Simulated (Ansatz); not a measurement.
KI (zincblende), relaxed with r2SCAN: the symmetry is F-43m (No. 216, cubic); conventional cell a = 7.932 Å, 62.38 Å³ an atom. K has 4 I at 3.43 Å; I has 4 K at 3.43 Å. One-shot G0W0@PBE in the PAW code Ansatz on a 4×4×4 mesh (contour deformation, no spin-orbit coupling), from a PBE gap of 3.934 eV over the mesh points (the G0W0 gap is direct on the mesh); the number N of bands summed and the screening cutoff rise together. (Calculated; spin-unpolarised; the phase may be known or hypothetical.)

```tsv
N	cutoff (eV)	1000/N	G0W0 gap (eV)
215	80	4.651	6.247
482	140	2.075	6.399
```

Problem. Lay a straight line in 1000/N through these rows.

Solution. The slope is -0.0590 eV per unit of 1000/N and the intercept 6.521 eV.

Problem. Predict the gap at N = 875 (210 eV).

Solution. 6.521 + (-0.0590) × 1.143 = 6.454 eV; the run gives 6.451 eV, -0.003 eV from the line.

Problem. With that run's result added, what limit do the last two rows suggest?

Solution. Their slope is (6.451 − 6.399)/(1.143 − 2.075) = -0.0558, which meets 1/N = 0 at 6.51 eV, against 6.521 eV from the first line. The two lines nearly agree; the k mesh isn't extrapolated.

Spin-orbit coupling is left out, which matters wherever the heavy atoms make up the band edges.
